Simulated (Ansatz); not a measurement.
# Ti: equation of state with r2SCAN

Crystal: Ti.

```xyz
1
Lattice="-1.6410 1.6410 1.6410 1.6410 -1.6410 1.6410 1.6410 1.6410 -1.6410" Properties=species:S:1:pos:R:3 pbc="T T T"
Ti    0.0000    0.0000    0.0000
```

This isn't the form of Ti at room conditions, which is hcp.

| Item | Value |
| --- | --- |
| Program | Ansatz 0.2.0 |
| Task | equation of state |
| Functional | r2SCAN |
| Potentials or basis | Ansatz PAW |
| Cutoff | 500 eV |
| Density cutoff | 2000 eV |
| k mesh | 11 × 11 × 11 |
| Occupations | fermi-dirac, width 0.05 eV |
| Spin | no spin polarisation |

```json
{
 "Equilibrium volume": "17.22 Å³/atom",
 "Bulk modulus": "110 GPa",
 "Pressure derivative of the bulk modulus": "3.1"
}
```

Energy against volume, from the lowest point:
| volume (Å³/atom) | energy (meV/atom) |
| --- | --- |
| 16.616 | 7.33 |
| 16.969 | 1.02 |
| 17.323 | 0.00 |
| 17.676 | 3.86 |
| 18.030 | 12.18 |
| 18.383 | 24.62 |
| 18.737 | 40.85 |

All runs of the series together: 8.3 s on 2 threads of AMD EPYC 7R13 Processor (Zen 3) (shared host).

Caveat: the PAW data sets were made with another functional, which shifts forces and pressure a little.
